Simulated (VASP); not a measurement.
Crystal: Au.

```xyz
1
Lattice="-1.6198 1.6198 1.6198 1.6198 -1.6198 1.6198 1.6198 1.6198 -1.6198" Properties=species:S:1:pos:R:3 pbc="T T T"
Au    0.0000    0.0000    0.0000
```

This isn't the form of Au at room conditions, which is fcc.

* Program: VASP 6.6.1
* Task: relaxation of cell and atoms
* Functional: r2SCAN
* Dispersion: rVV10
* Potentials or basis: VASP PAW PBE potentials, release 64 (Au)
* Cutoff: 600 eV
* k mesh: 18 × 18 × 18
* Occupations: gaussian, width 0.1 eV
* Spin: no spin polarisation

At the start: pressure 4.0 GPa; volume 17.00 Å³/atom.

Question: Where does the relaxation end?

Answer: Over 3 steps the energy falls by 4.8 meV/atom and the volume is 17.40 Å³/atom (+2.3 %); space group Im-3m (No. 229, to 0.05 Å).

The path:
```tsv
step	energy change (eV)	largest force (eV/Å)	pressure (GPa)	volume (Å³)
1	0.0000	0.0000	4.02	17.00
2	0.0075	0.0000	-5.53	18.07
3	-0.0048	0.0000	-0.02	17.40
```

Final structure:
```cif
data_structure
_symmetry_space_group_name_H-M 'P 1'
_symmetry_Int_Tables_number 1
_cell_length_a 2.8272
_cell_length_b 2.8272
_cell_length_c 2.8272
_cell_angle_alpha 109.471
_cell_angle_beta 109.471
_cell_angle_gamma 109.471
_cell_volume 17.40
loop_
_atom_site_label
_atom_site_type_symbol
_atom_site_fract_x
_atom_site_fract_y
_atom_site_fract_z
_atom_site_occupancy
Au1 Au 0.00000 0.00000 0.00000 1
```

Caveat: the PAW data sets were made with another functional, which shifts forces and pressure a little.
